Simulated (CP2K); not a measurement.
Be:

```xyz
2
Lattice="2.2853 0.0000 0.0000 -1.1426 1.9791 0.0000 0.0000 0.0000 3.5842" Properties=species:S:1:pos:R:3 pbc="T T T"
Be    1.1427    0.6597    2.6882
Be    0.0000    1.3194    0.8961
```

| Property | Result |
| --- | --- |
| Program | CP2K 2026.2 |
| Task | single point |
| Functional | PBE |
| Potentials or basis | POTENTIAL_UZH Be GTH-PBE-q4; TZVP-MOLOPT-PBE-GTH basis |
| Density cutoff | 11565 eV |
| k mesh | 13 × 13 × 8 |
| Occupations | fermi-dirac, width 0.05 eV |
| Spin | no spin polarisation |

On this cell: pressure -2.2 GPa; largest force under 0.003 eV/Å; band gap on the k mesh none (metal or under the smearing width).

The same run follows on a disturbed copy (atoms moved at random, drawn with an rms of 0.05 Å):

```
Be
1.0
     2.28530    0.00000    0.00000
    -1.14265    1.97913    0.00000
     0.00000    0.00000    3.58420
Be
2
Direct
  0.68824 0.33844 0.75018
  0.31739 0.65676 0.25854
```

Problem. What does the disturbed cell give?

Solution. The energy (extrapolated to zero smearing) moves by +7.0 meV/atom; pressure -2.0 GPa; largest force 0.370 eV/Å; band gap on the k mesh none (metal or under the smearing width).

Forces in eV/Å, atoms in the order of the input:
```
Be  -0.266 -0.124  0.225
Be   0.267  0.123 -0.224
```

Stress tensor (GPa, compression positive):
```
-0.83  1.21 -0.28
 1.21 -1.88 -0.13
-0.28 -0.13 -3.20
```

Caveats: the basis of atomic orbitals isn't converged, which shifts pressures, moduli and gaps.
